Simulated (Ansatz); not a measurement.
Rutile RuO₂, treated with rVV10 (Ansatz, a quantum-chemistry and plane-wave program, plane waves, PAW).

Run with plane-wave cutoff 520 eV, 12×12×18 k mesh (along the axes of the cell as run), Fermi–Dirac smearing 0.05 eV, no spin polarisation, scalar-relativistic PAW data made under PBE.

The cell is scaled about its equilibrium volume:

Shape and atoms are relaxed at each volume.

| V (Å³/atom) | P (GPa) | c (Å) | a (Å) |
|---|---|---|---|
| 10.402 | 11.03 | 3.129 | 4.466 |
| 10.619 | 5.21 | 3.141 | 4.504 |
| 10.836 | 0.00 | 3.153 | 4.541 |
| 11.052 | -4.65 | 3.166 | 4.577 |
| 11.269 | -8.80 | 3.178 | 4.613 |

Note: the bulk modulus comes from volumes at which shape and atoms were relaxed.
